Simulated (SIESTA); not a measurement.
Crystal: MgO.

```xyz
2
Lattice="0.0000 2.0970 2.0970 2.0970 0.0000 2.0970 2.0970 2.0970 0.0000" Properties=species:S:1:pos:R:3 pbc="T T T"
Mg    0.0000    0.0000    0.0000
O     2.0970    2.0970    2.0970
```

The cell is a database's computed one.

Base run:

- Program: SIESTA 5.4.2
- Functional: vdW-DF-cx
- Potentials or basis: PseudoDojo 0.4 standard (PBE files)
- Basis: DZP (energy shift 0.003 Ry; two zetas on semicore shells)
- Grid cutoff: 800 Ry
- Energy shift: 0.003 Ry
- k mesh: 11 × 11 × 11
- Occupations: fermi-dirac, width 0.05 eV
- Spin: no spin polarisation

Its results: band gap on the k mesh 4.85 eV, direct; pressure 8.3 GPa.

Q: The run is repeated on the same cell with these changes: functional from vdW-DF-cx to AM05; potentials or basis from PseudoDojo 0.4 standard (PBE files) to PseudoDojo 0.4 standard (PBEsol files). What comes out?

A: Band gap on the k mesh 4.70 eV, direct; pressure 6.6 GPa.

Caveats: the potentials were made for another functional, which shifts forces and pressure; the basis of atomic orbitals isn't converged, which shifts pressures, moduli and gaps.
